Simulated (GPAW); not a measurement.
# C (Fd-3m) in GPAW: hybrid scf with r2SCAN-X

Aim: the hybrid scf of C with r2SCAN-X.

Program: GPAW 26.7.0. These are calculated values, not measurements. Logs are shortened: lines on timing, memory, paths and dates and some standing lists are left out, and cuts for length are marked. The log counts tension as positive stress, the text compression.

### 1 Starting point

The structure is cubic, space group Fd-3m (No. 227). The conventional cell has a = 3.567 Å, b = 3.567 Å, c = 3.567 Å, α = 90.00°, β = 90.00°, γ = 90.00°. C (site symmetry -43m) is surrounded by 4 C at 1.54 Å.

This isn't the form of C at room conditions, which is graphite.

### 2 Hybrid scf, r2SCAN-X

File run.py:

```python
import numpy as np
from ase.dft.bandgap import bandgap
from ase.io import read, write
from gpaw import GPAW, PW
from gpaw.xc import parametrizedxc

class ScaledMGGA(parametrizedxc.ParametrizedKernel):
    """Weighted sum of Libxc meta-GGA parts, named like '0.75_MGGA_X_..+1.0_MGGA_C_..'."""
    def __init__(self, name):
        super().__init__(name)
        self.type = 'MGGA'

    def calculate(self, e_g, n_sg, dedn_sg, sigma_xg, dedsigma_xg, tau_sg, dedtau_sg):
        e_g[:] = dedsigma_xg[:] = dedtau_sg[:] = 0.0
        for kernel, c in zip(self.kernels, self.coefs):
            e, v, s, t = [np.zeros_like(x) for x in [e_g, dedn_sg, dedsigma_xg, dedtau_sg]]
            kernel.calculate(e, n_sg, v, sigma_xg, s, tau_sg, t)
            e_g += c * e
            dedn_sg += c * v
            dedsigma_xg += c * s
            dedtau_sg += c * t

parametrizedxc.ParametrizedKernel = ScaledMGGA

atoms = read('POSCAR')

calc = GPAW(mode=PW(550),
            xc={'name': '0.950_MGGA_X_R2SCAN+1.0_MGGA_C_R2SCAN', 'fraction': 0.05, 'omega': 0.0, 'backend': 'pw'},
            kpts={'size': (5, 5, 5), 'gamma': True},
            occupations={'name': 'fermi-dirac', 'width': 0.001},
            nbands=11,
            convergence={'density': 0.0001},
            maxiter=40,
            txt='gpaw.txt')
atoms.calc = calc
energy = atoms.get_potential_energy()
calc.write('gs.gpw')
write('result.traj', atoms)
print(f'Energy: {energy:.6f} eV')
print('Fermi level:', round(calc.get_fermi_level(), 4), 'eV')
print(f'Gap: {bandgap(calc)[0]:.4f} eV, direct: {bandgap(calc, direct=True)[0]:.4f} eV')
```

File POSCAR:

```
C
1.0
    0.0000000000      1.7833700000      1.7833700000
    1.7833700000      0.0000000000      1.7833700000
    1.7833700000      1.7833700000      0.0000000000
C
2
Direct
    0.7500000000      0.7500000000      0.7500000000
    0.5000000000      0.5000000000      0.5000000000
```

Potentials or basis: GPAW PAW data sets (gpaw-data 1.2.1), pw.

Run with:

```console
OMP_NUM_THREADS=1 python run.py
```

gpaw.txt:

```text
__  _  _
 | _ |_)|_||  |
 |__||  | ||/\| - 26.7.0

Input parameters:
  mode=PW(ecut=550.0),
  convergence={'density': 0.0001},
  kpts=MonkhorstPack(size=(5, 5, 5), gamma=True),
  maxiter=40,
  nbands=11,
  occupations=Occupations(name='fermi-dirac', width=0.001),
  xc=XC(name='0.950_MGGA_X_R2SCAN+1.0_MGGA_C_R2SCAN', fraction=0.05, omega=0.0, backend='pw')

Diagonalizing LCAO Hamiltonian
Converting LCAO to pw mode

          C
       C

Atoms  # Å, Bohr magnetons
|   | symbol |        x |        y |        z |    initial magnetic moments |
|---|--------|----------|----------|----------|-----------------------------|
| 0 |      C | 2.675055 | 2.675055 | 2.675055 | ( 0.0000,  0.0000,  0.0000) |
| 1 |      C | 1.783370 | 1.783370 | 1.783370 | ( 0.0000,  0.0000,  0.0000) |

Unit cell  # Å
| periodic |        x |        y |        z |  lengths |    angles |
|----------|----------|----------|----------|----------|-----------|
|      yes | 0.000000 | 1.783370 | 1.783370 | 2.522066 | 60.000000 |
|      yes | 1.783370 | 0.000000 | 1.783370 | 2.522066 | 60.000000 |
|      yes | 1.783370 | 1.783370 | 0.000000 | 2.522066 | 60.000000 |

Number of symmetries: 24
Symmetry operations  # r_c * U_cc + t_c -> r_c
|    | kind |            matrix            |
|----|------|------------------------------|
|  0 |  E   |  1, 0, 0,  0, 1, 0,  0, 0, 1 |
|  1 |  σ   |  1, 0, 0,  0, 0, 1,  0, 1, 0 |
|  2 |  σ   |  1, 0,-1,  0, 1,-1,  0, 0,-1 |
|  3 |  C3  |  1, 0,-1,  0, 0,-1,  0, 1,-1 |
|  4 |  C3  |  1,-1, 0,  0,-1, 1,  0,-1, 0 |
|  5 |  σ   |  1,-1, 0,  0,-1, 0,  0,-1, 1 |
|  6 |  σ   |  0, 1, 0,  1, 0, 0,  0, 0, 1 |
|  7 |  C3  |  0, 1, 0,  0, 0, 1,  1, 0, 0 |
|  8 |  C2  |  0, 1,-1,  1, 0,-1,  0, 0,-1 |
|  9 |  S4  |  0, 1,-1,  0, 0,-1,  1, 0,-1 |
| 10 |  C3  |  0, 0, 1,  1, 0, 0,  0, 1, 0 |
| 11 |  σ   |  0, 0, 1,  0, 1, 0,  1, 0, 0 |
| 12 |  S4  |  0, 0,-1,  1, 0,-1,  0, 1,-1 |
| 13 |  C3  |  0, 0,-1,  0, 1,-1,  1, 0,-1 |
| 14 |  S4  |  0,-1, 1,  1,-1, 0,  0,-1, 0 |
| 15 |  C2  |  0,-1, 1,  0,-1, 0,  1,-1, 0 |
| 16 |  C3  |  0,-1, 0,  1,-1, 0,  0,-1, 1 |
| 17 |  S4  |  0,-1, 0,  0,-1, 1,  1,-1, 0 |
| 18 |  S4  | -1, 1, 0, -1, 0, 1, -1, 0, 0 |
| 19 |  C3  | -1, 1, 0, -1, 0, 0, -1, 0, 1 |
| 20 |  C3  | -1, 0, 1, -1, 1, 0, -1, 0, 0 |
| 21 |  S4  | -1, 0, 1, -1, 0, 0, -1, 1, 0 |
| 22 |  σ   | -1, 0, 0, -1, 1, 0, -1, 0, 1 |
| 23 |  C2  | -1, 0, 0, -1, 0, 1, -1, 1, 0 |

BZ-sampling:
  Number of BZ points: 125
  Number of IBZ points: 10

  Monkhorst-Pack size: [5, 5, 5]
  Monkhorst-Pack shift: [0, 0, 0]

K-points  # in reciprocal-cell coordinates
|   |                                coordinates |     weight |
|---|--------------------------------------------|------------|
| 0 | (  0.00000000,   0.00000000,   0.00000000) | 0.00800000 |
| 1 | (  0.20000000,   0.20000000,   0.00000000) | 0.04800000 |
| 2 | (  0.20000000,   0.20000000,   0.20000000) | 0.06400000 |
| 3 | (  0.40000000,   0.20000000,  -0.20000000) | 0.19200000 |
| 4 | (  0.40000000,   0.20000000,   0.20000000) | 0.09600000 |
| 5 | (  0.40000000,   0.40000000,  -0.40000000) | 0.19200000 |
| 6 | (  0.40000000,   0.40000000,  -0.20000000) | 0.09600000 |
| 7 | (  0.40000000,   0.40000000,   0.00000000) | 0.04800000 |
| 8 | (  0.40000000,   0.40000000,   0.20000000) | 0.19200000 |
| 9 | (  0.40000000,   0.40000000,   0.40000000) | 0.06400000 |

Plane wave coefficients: 343
Cutoff: 550.0 eV

Spin-components: 1 (collinear spins)
Bands:           11
Projectors:      10
Spin-degeneracy: 2
Datatype:        complex128

Parallelization:
  kpt:    1
  domain: 1
  band:   1

Density:
  Valence electrons: 8.0
  Components: 1
  Grid points: [14 14 14]
  Charge: 0.0  # |e|

Potential:
  Grid points: [14 14 14]

species:
  C:
    name:    Carbon
    Z:       6.0
    valence: 4
    core:    2
    charge:  0.0  # [|e|]
    compensation charges:
      type: gauss
      rc: 0.20  # [Å]
      lmax: 2
    cutoffs:
      filter: 1.14  # [Å]
      core: 1.14  # [Å]
    projectors
    | kind |    occ | energy [eV] | rcut [Å] |
    |------|--------|-------------|----------|
    |   2s |  2.000 |     -13.751 |    0.635 |
    |   2p |  2.000 |      -5.284 |    0.635 |
    |    s |        |      13.461 |    0.635 |
    |    p |        |      21.927 |    0.635 |
    |    d |        |       0.000 |    0.635 |

    Using partial waves for C as LCAO basis

Reference energy: -2055.256231  # eV

eigensolver:
  PPCG
  Converge bands: occupied
  niter=2

density mixing:
  MSR1-Mixer
  Pratt-step length: 0.05
  Maximum mixing coefficient: 0.75
  Old densities: 10
  SVD Regularization: 0.005
  Good broyden scale: 1.0
  Trust region scale: 1.0
  Backstep threshold: 4.0
  History deletion threshold: 6.0
  Fourier metric: weight=20.0, sigma=0.015

occupation numbers:
  Fermi-Dirac:
    width: 0.0010  # eV

poisson solver:
  ecut: 4400.0  # eV

xc functional:
  name: 0.950_MGGA_X_R2SCAN+1.0_MGGA_C_R2SCAN with 2 nearest neighbor stencil

convergence criteria:
- Maximum integral of absolute [dens]ity change: 0.0001 electrons / valence electron
- Maximum [total energy] change in last 3 cyles: 0.0005 eV / valence electron
- Maximum integral of absolute [eigenst]ate change: 4e-08 eV^2 / valence electron
maximum number of iterations: 40

IBZ(<points: 10, symmetries: 24>)
Occupied bands: 4
SCF iterations
|iter     | |      energy | eigst |  dens |
|---------|-|-------------|-------|-------|
|iter:   1| |  -32.891639 | +0.08 |       |
|iter:   2| |  -19.850847 | -1.28 | -0.79 |
|iter:   3| |  -19.701350 | -2.15 | -0.84 |
|iter:   4| |  -19.598383 | -2.41 | -1.12 |
|iter:   5| |  -19.591713 | -3.45 | -1.57 |
|iter:   6| |  -19.590869 | -3.36 | -1.86 |
|iter:   7| |  -19.590907c| -5.53 | -3.47 |
|iter:   8| |  -19.590908c| -7.04 | -3.88 |
|iter:   9| |  -19.590908c| -9.14c| -4.51c|

Converged in 9 steps
Energy contributions relative to reference atoms: (reference = -2055.256231)

Energy contributions:
  Kinetic:          14.174149
  Coulomb:         -13.243459
  Zero:              0.014355
  External:          0.000000
  Xc:               -6.316224
  Entropy:          -0.000000
  Spinorbit:         0.000000
  Hybrid_Xc_Cc:        -9.490692
  Hybrid_Xc_Vc:        -0.405064
  Hybrid_Xc_Vv:        -4.323973
  ----------------------------
  Free energy:     -19.590908
  Extrapolated:    -19.590908

dipole moment: (2.147405, 2.147405, 2.147405)  # |e|*Ang

Fermi level: 13.906
Eigenvalues  # (at kpt = [0.000, 0.000, 0.000])
| band index |      eig [eV] | occ [0-2] |
|------------|---------------|-----------|
|          0 |       -11.159 |     2.000 |
|          1 |        11.855 |     2.000 |
|          2 |        11.855 |     2.000 |
|          3 |        11.855 |     2.000 |
|          4 |        18.117 |     0.000 |
|          5 |        18.118 |     0.000 |
|          6 |        18.118 |     0.000 |
|          7 |        26.197 |     0.000 |
|          8 |        32.663 |     0.000 |
|          9 |        39.609 |     0.000 |
|         10 |        39.633 |     0.000 |

Gap: 4.742 eV
Transition (v -> c):
  (s=0, k=0, n=3, [0.00, 0.00, 0.00]) -> (s=0, k=7, n=4, [0.40, 0.40, 0.00])
Direct/indirect transitions are different
Direct gap: 6.262 eV
Transition at: (s=0, k=0, n=3, [0.00, 0.00, 0.00])
# Writing to gs.gpw (mode='')
```

It took 4.7 min on 1 thread of Arm Neoverse V2, shared host; peak memory 0.18 GiB.

Results:

- Free energy: -19.5909 eV
- Band gap on the k mesh: 4.74 eV, indirect (least direct gap 6.26 eV)

Levels at points of the mesh, in eV from the valence-band top:
```csv
k point,band 2,band 3,band 4,band 5,band 6,band 7
"(0.00, 0.00, 0.00)",0.00,0.00,0.00,6.26,6.26,6.26
```

Caveat: the k mesh is coarse (spacing up to 0.61 Å⁻¹), so the values aren't converged; the scaled meta-GGA exchange is a class typed in the script; an odd mesh through Γ misses points on the zone boundary, where band edges often lie.
